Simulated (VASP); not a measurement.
# Cu (Fm-3m) in VASP: a series of runs

Runs on Cu. Level: PBEsol. Tasks: relaxation of cell and atoms.

All numbers are computed with VASP 6.6.1; they aren't measurements. Logs are shortened: lines on timing, memory, paths and dates and some standing lists are left out, and cuts for length are marked.

### Step 1. Starting point

Symmetry: Fm-3m, No. 225, cubic system. The conventional cell has a = 3.615 Å, b = 3.615 Å, c = 3.615 Å, α = 90.00°, β = 90.00°, γ = 90.00°. Cu (site symmetry m-3m) has 12 Cu at 2.56 Å as nearest neighbours.

The cell was built by a generator and needn't be a form met in nature.

### Step 2. Relaxation of cell and atoms, PBEsol

Input file INCAR:

```
PREC     = Accurate       # precision mode
ENCUT    = 600            # plane-wave cutoff, eV
EDIFF    = 1E-6           # SCF threshold, eV
ISMEAR   = 1              # smearing method
SIGMA    = 0.1            # smearing width, eV
LREAL    = False          # projectors in reciprocal space
LASPH    = True           # aspherical terms in the spheres
NELM     = 80             # most SCF steps
ALGO     = Normal         # electronic algorithm
ISIF     = 3              # what is computed and relaxed
LWAVE    = False          # write WAVECAR
LCHARG   = False          # write CHGCAR
GGA      = PS             # functional
IBRION   = 2              # ionic algorithm
NSW      = 90             # ionic steps
EDIFFG   = -0.01          # ionic threshold
```

Input file KPOINTS:

```
Automatic mesh
0
Gamma
  18 18 18
```

Input file POSCAR:

```
Cu
1.0
    0.0000000000      1.8075000000      1.8075000000
    1.8075000000      0.0000000000      1.8075000000
    1.8075000000      1.8075000000      0.0000000000
Cu
1
Direct
    0.0000000000      0.0000000000      0.0000000000
```

Potentials or basis: VASP PAW PBE potentials, release 64 (Cu).

Run with:

```console
> cat potpaw_PBE.64/Cu/POTCAR > POTCAR
> mpirun -np 1 vasp_std > vasp.out
```

OUTCAR:

```text
PREC = Accurate
   ENCUT = 600
   EDIFF = 1E-6
   ISMEAR = 1
   LREAL = False
   LASPH = True
   NELM = 80
   ISIF = 3
   GGA = PS
   IBRION = 2
   NSW = 90
   EDIFFG = -0.01

 ion  position               nearest neighbor table
   1  0.000  0.000  0.000-

  LATTYP: Found a face centered cubic cell.
 ALAT       =     3.6150000000

  Lattice vectors:

 A1 = (   0.0000000000,   1.8075000000,   1.8075000000)
 A2 = (   1.8075000000,   0.0000000000,   1.8075000000)
 A3 = (   1.8075000000,   1.8075000000,   0.0000000000)

Analysis of symmetry for initial positions (statically):
=====================================================================
 Subroutine PRICEL returns:
 Original cell was already a primitive cell.

 Routine SETGRP: Setting up the symmetry group for a
 face centered cubic supercell.

 Subroutine GETGRP returns: Found 48 space group operations
 (whereof 48 operations were pure point group operations)
 out of a pool of 48 trial point group operations.

The static configuration has the point symmetry O_h .

Analysis of symmetry for dynamics (positions and initial velocities):
=====================================================================
 Subroutine PRICEL returns:
 Original cell was already a primitive cell.

 Routine SETGRP: Setting up the symmetry group for a
 face centered cubic supercell.

 Subroutine GETGRP returns: Found 48 space group operations
 (whereof 48 operations were pure point group operations)
 out of a pool of 48 trial point group operations.

The dynamic configuration has the point symmetry O_h .

 Subroutine INISYM returns: Found 48 space group operations
 (whereof 48 operations are pure point group operations),
 and found     1 'primitive' translations

----------------------------------------------------------------------------------------

                                     Primitive cell

  volume of cell :      11.8104

  direct lattice vectors                    reciprocal lattice vectors
     0.000000000  1.807500000  1.807500000    -0.276625173  0.276625173  0.276625173
     1.807500000  0.000000000  1.807500000     0.276625173 -0.276625173  0.276625173
     1.807500000  1.807500000  0.000000000     0.276625173  0.276625173 -0.276625173

  length of vectors
     2.556191014  2.556191014  2.556191014     0.479128854  0.479128854  0.479128854

  position of ions in fractional coordinates (direct lattice)
     0.000000000  0.000000000  0.000000000

  ion indices of the primitive-cell ions
   primitive index   ion index
                 1           1

----------------------------------------------------------------------------------------

 KPOINTS: Automatic mesh

Automatic generation of k-mesh.
 Grid dimensions read from file:
 generate k-points for:   18   18   18

 Generating k-lattice:

  Cartesian coordinates                     Fractional coordinates (reciprocal lattice)
    -0.015368065  0.015368065  0.015368065     0.055555556  0.000000000  0.000000000
     0.015368065 -0.015368065  0.015368065     0.000000000  0.055555556  0.000000000
     0.015368065  0.015368065 -0.015368065     0.000000000  0.000000000  0.055555556

  Length of vectors
     0.026618270  0.026618270  0.026618270

  Shift w.r.t. Gamma in fractional coordinates (k-lattice)
     0.000000000  0.000000000  0.000000000

 Subroutine IBZKPT returns following result:
 ===========================================

 Found    195 irreducible k-points:

 Following reciprocal coordinates:
            Coordinates               Weight
  0.000000  0.000000  0.000000      1.000000
  0.055556  0.000000  0.000000      8.000000
  0.111111  0.000000  0.000000      8.000000
  0.166667  0.000000  0.000000      8.000000
  0.222222  0.000000  0.000000      8.000000
  0.277778  0.000000  0.000000      8.000000
[... 16 lines left out ...]
 -0.277778  0.055556  0.000000     24.000000
 -0.222222  0.055556  0.000000     24.000000
 [... further k-points ...]
   k-points           NKPTS =    195   k-points in BZ     NKDIM =    195   number of bands    NBANDS=      9
   number of dos      NEDOS =    301   number of ions     NIONS =      1
   total plane-waves  NPLWV =   8000
   dimension x,y,z NGX =    20 NGY =   20 NGZ =   20
   dimension x,y,z NGXF=    40 NGYF=   40 NGZF=   40
   ions per type =               1
   NGX,Y,Z   is equivalent  to a cutoff of  13.01, 13.01, 13.01 a.u.
   NGXF,Y,Z  is equivalent  to a cutoff of  26.01, 26.01, 26.01 a.u.
 SYSTEM =  unknown system
   PREC   = accura    normal or accurate (medium, high low for compatibility)
   ISTART =      0    job   : 0-new  1-cont  2-samecut
   ICHARG =      2    charge: 1-file 2-atom 10-const
   ISPIN  =      1    spin polarized calculation?
   LNONCOLLINEAR =      F non collinear calculations
   LSORBIT =      F    spin-orbit coupling
   LASPH  =      T    aspherical Exc in radial PAW
   ENCUT  =  600.0 eV  44.10 Ry    6.64 a.u.   5.11  5.11  5.11*2*pi/ulx,y,z
   NELM   =     80;   NELMIN=  2; NELMDL= -5     # of ELM steps
   EDIFF  = 0.1E-05   stopping-criterion for ELM
   LREAL  =      F    real-space projection
   EDIFFG = -.1E-01   stopping-criterion for IOM
   NSW    =     90    number of steps for IOM
   IBRION =      2    ionic relax: 0-MD 1-quasi-New 2-CG
   NFREE  =      1    steps in history (QN), initial steepest desc. (CG)
   ISIF   =      3    stress and relaxation
   ISYM   =      2    0-nonsym 1-usesym 2-fastsym
   POTIM  = 0.5000    time-step for ionic-motion
   TEBEG  =    0.0;   TEEND  =   0.0 temperature during run
   PSTRESS=    0.0 pullay stress
   NELECT =      11.0000    total number of electrons
   NUPDOWN=      -1.0000    fix difference up-down
   EMIN   =  10.00;   EMAX   =-10.00  energy-range for DOS
   EFERMI =   0.00;   METHOD = LEGACY
   ISMEAR =     1;   SIGMA  =   0.10  broadening in eV -4-tet -1-fermi 0-gaus
   EFERMI_NEDOS =   21; number of points for ismear=-14 and -15
   IALGO  =     38    algorithm
   IMIX   =      4    mixing-type and parameters
     AMIX     =   0.40;   BMIX     =  1.00
     AMIX_MAG =   1.60;   BMIX_MAG =  1.00
  volume/ion in A,a.u.               =      11.81        79.70
  Fermi-wavevector in a.u.,A,eV,Ry     =   1.598763  3.021224 34.777078  2.556043
  Thomas-Fermi vector in A             =   2.696162
   LORBIT       =      0    0 simple, 1 ext, 2 COOP (PROOUT), +10 PAW based schemes
   GGA     = PS    functional components
   LHFCALC =     F    Hartree Fock is set to
   AEXX    =    0.0000 exact exchange contribution
   IVDW    =     0    specifies the selected vdW correction
   LEPSILON=     F    determine dielectric tensor
   LRPA    =     F    only Hartree local field effects (RPA)
 conjugate gradient relaxation of ions
 non-spin polarized calculation
 Methfessel and Paxton  Order N= 1 SIGMA  =   0.10
  energy-cutoff  :      600.00
  volume of cell :       11.81
 maximum number of plane-waves:       411
   NGX = 11   NGY = 11   NGZ = 11

--------------------------------------- Ionic step        1  -------------------------------------------

 number of electron      11.0000001 magnetization

 Free energy of the ion-electron system (eV)
  ---------------------------------------------------
  ext. energy  EPLUGINS =         0.00000000
  ---------------------------------------------------
  free energy    TOTEN  =        -4.30072267 eV

  energy without entropy =       -4.30072400  energy(sigma->0) =       -4.30072311

------------------------ aborting loop because EDIFF is reached ----------------------------------------

  FORCE on cell =-STRESS in cart. coord.  units (eV):
  Direction    XX          YY          ZZ          XY          YZ          ZX
  --------------------------------------------------------------------------------------
  -------------------------------------------------------------------------------------
  Total       -0.4135184     -0.4135184     -0.4135184      0.0000000      0.0000000      0.0000000
  in kB      -56.0971142    -56.0971142    -56.0971142      0.0000000      0.0000000      0.0000000
  external PRESSURE =     -56.0971142 kB  Pullay stress =       0.0000000 kB
[... 55 lines left out ...]
  energy  without entropy=       -4.3056362510  energy(sigma->0) =       -4.30566008

--------------------------------------- Ionic step        3  -------------------------------------------

 number of electron      11.0000013 magnetization

 Free energy of the ion-electron system (eV)
  ---------------------------------------------------
  ext. energy  EPLUGINS =         0.00000000
  ---------------------------------------------------
  free energy    TOTEN  =        -4.30869341 eV

  energy without entropy =       -4.30864166  energy(sigma->0) =       -4.30867616

 E-fermi :   7.8342     XC(G=0): -13.1294

 val. band max:        7.8310710143   @ k =   0.5000   0.1111   0.0000
 cond. band min:       7.8705200183   @ k =  -0.4444   0.1111   0.0556
 fundamental gap:      0.0394490040
 Fermi energy:         7.8341759149

 k-point     1 :       0.0000    0.0000    0.0000
  band No.  band energies     occupation
      1      -1.8047      2.00000
      2       4.7374      2.00000
      3       4.7374      2.00000
      4       4.7374      2.00000
      5       5.6200      2.00000
      6       5.6200      2.00000
      7      30.7613      0.00000
      8      33.6717      0.00000
      9      33.6717      0.00000
[... 265 lines left out ...]
 k-point    24 :      -0.2222    0.0556    0.0000
  band No.  band energies     occupation
      1       0.3213      2.00000
      2       4.4217      2.00000
      3       4.9046      2.00000
      4       4.9459      2.00000
      5       5.5661      2.00000
      6       5.8255      2.00000
      7      21.1525      0.00000
      8      28.2554      0.00000
      9      31.9432      0.00000

 [... further k-points ...]
[... 5 lines left out ...]
  --------------------------------------------------------------------------------------
  -------------------------------------------------------------------------------------
  Total        0.0019915      0.0019915      0.0019915      0.0000000      0.0000000     -0.0000000
  in kB        0.2805739      0.2805739      0.2805739      0.0000000      0.0000000     -0.0000000
  external PRESSURE =       0.2805739 kB  Pullay stress =       0.0000000 kB
[... 16 lines left out ...]
  FREE ENERGIE OF THE ION-ELECTRON SYSTEM (eV)
  ---------------------------------------------------
  free  energy   TOTEN  =        -4.3086934129 eV

  energy  without entropy=       -4.3086416640  energy(sigma->0) =       -4.30867616

 reached required accuracy - stopping structural energy minimisation
```

Wall time 18 s (1 thread of Intel Xeon 6975P-C (Granite Rapids), shared host); peak memory 0.15 GiB.

Results:

| Item | Value |
| --- | --- |
| Free energy | -4.3087 eV |
| Relaxed volume | 11.37 Å³/atom |
| Relaxed cell | a = 2.524 Å, b = 2.524 Å, c = 2.524 Å, α = 60.00°, β = 60.00°, γ = 60.00° |
| Space group after relaxing (to 0.05 Å) | Fm-3m (No. 225) |
| Energy gained by relaxing | 8.0 meV/atom |
| Ionic steps | 3 |
| Pressure after relaxing | 0.0 GPa |
| Band gap on the k mesh | none (metal or under the smearing width) |

Step by step:
```tsv
step	energy change (eV)	largest force (eV/Å)	pressure (GPa)	volume (Å³)
1	0.0000	0.0000	-5.61	11.81
2	-0.0049	0.0000	3.95	11.12
3	-0.0080	0.0000	0.03	11.37
```

Final structure:
```
Cu
1.0
     0.00000    1.78486    1.78486
     1.78486    0.00000    1.78486
     1.78486    1.78486    0.00000
Cu
1
Direct
  0.00000 0.00000 0.00000
```

Levels at points of the mesh, in eV from the Fermi level:
| k point | band 3 | band 4 | band 5 | band 6 | band 7 | band 8 | band 9 |
| --- | --- | --- | --- | --- | --- | --- | --- |
| (0.00, 0.00, 0.00) | -3.10 | -3.10 | -2.21 | -2.21 | 22.93 | 25.84 | 25.84 |
| (0.50, 0.00, 0.00) | -3.13 | -1.61 | -1.61 | -1.11 | 3.98 | 21.40 | 22.65 |
| (0.50, 0.50, 0.00) | -1.63 | -1.46 | -1.46 | 1.47 | 7.41 | 13.37 | 13.37 |

Caveat: the PAW data sets were made with another functional, which shifts forces and pressure a little.

### Step 3. Relaxation of cell and atoms, PBEsol

This run uses another cell than the first one, of 11.37 Å³/atom, 0.963 times its volume.

INCAR, as its differences from that of step 2:

```diff
@@ -2,3 +2,3 @@
 ENCUT    = 600            # plane-wave cutoff, eV
-EDIFF    = 1E-6           # SCF threshold, eV
+EDIFF    = 1E-7           # SCF threshold, eV
 ISMEAR   = 1              # smearing method
@@ -15,2 +15,2 @@
 NSW      = 90             # ionic steps
-EDIFFG   = -0.01          # ionic threshold
+EDIFFG   = -0.005         # ionic threshold
```

KPOINTS is that of step 2.

Input file POSCAR:

```
Cu                                      
1.0
    0.0000000000      1.7848606277      1.7848606277
    1.7848606277      0.0000000000      1.7848606277
    1.7848606277      1.7848606277      0.0000000000
  Cu            
     1
Direct
     0.0000000000000000    0.0000000000000000    0.0000000000000000
```

Potentials or basis: VASP PAW PBE potentials, release 64 (Cu).

Run with:

```console
> cat potpaw_PBE.64/Cu/POTCAR > POTCAR
> mpirun -np 1 vasp_std > vasp.out
```

It took 8.1 s on 1 thread of Intel Xeon 6975P-C (Granite Rapids), shared host; peak memory 0.14 GiB.

It converged, with:

| Item | Value |
| --- | --- |
| Free energy | -4.3085 eV |
| Pressure after relaxing | 0.0 GPa |
| Band gap on the k mesh | none (metal or under the smearing width) |

Final structure:
```
CELL_PARAMETERS angstrom
0.00000 1.78486 1.78486
1.78486 0.00000 1.78486
1.78486 1.78486 0.00000
ATOMIC_POSITIONS crystal
Cu 0.00000 0.00000 0.00000
```

Levels at points of the mesh, in eV from the Fermi level:
```tsv
k point	band 2	band 3	band 4	band 5	band 6	band 7	band 8	band 9
(0.00, 0.00, 0.00)	-3.10	-3.10	-3.10	-2.21	-2.21	22.93	25.84	25.84
(0.50, 0.00, 0.00)	-3.13	-3.13	-1.61	-1.61	-1.11	3.98	21.40	22.65
(0.50, 0.50, 0.00)	-4.58	-1.63	-1.46	-1.46	1.47	7.41	13.37	13.37
```

Caveat: the relaxation stopped at its first step, so nothing moved; the PAW data sets were made with another functional, which shifts forces and pressure a little.
